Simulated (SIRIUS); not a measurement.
MnO in SIRIUS: the effect of Hubbard term

The system is MnO.

```
Mn O
1.0
     0.00000    2.22391    2.22391
     2.22391    0.00000    2.22391
     2.22391    2.22391    0.00000
Mn O
1 1
Direct
  0.00000 0.00000 0.00000
  0.50000 0.50000 0.50000
```

The cell is a database's computed one.

Alike in all runs:

* Program: SIRIUS 7.10.0
* Task: single point
* Functional: LDA
* Potentials or basis: PseudoDojo 0.4.1 PBE standard (scalar relativistic)
* Cutoff: 1307 eV
* Density cutoff: 5227 eV
* k mesh: 7 × 7 × 7
* Occupations: fermi-dirac, width 0.05 eV
* Spin: collinear spin, ferromagnetic start
* Starting moments: [4.0, 0.0] μB
* Libxc names: ["XC_LDA_X", "XC_LDA_C_PW"]
* Energy tol: 1e-08 Ha
* Density tol: 1e-06
* Mixer: anderson
* Mixing beta: 0.5
* Max scf: 100

Q: One run gave: pressure -5.6 GPa; moment 4.99 μB. Which Hubbard term did it use?
A. Mn d U = 4 eV
B. none
C. Mn d U = 6 eV
D. Mn d U = 2 eV
E. Mn d U = 8 eV

A: D.

```csv
Hubbard term,pressure (GPa),moment (μB)
none,-16.6,4.59
Mn d U = 2 eV,-5.6,4.99
Mn d U = 4 eV,-3.1,5.00
Mn d U = 6 eV,-0.7,5.00
Mn d U = 8 eV,1.6,5.00
```

Caveats: the potentials were made for another functional, which shifts forces and pressure; a cell with one magnetic atom can't hold antiferromagnetic order, which such compounds often take.

Runs at the PBE level aren't shown here.
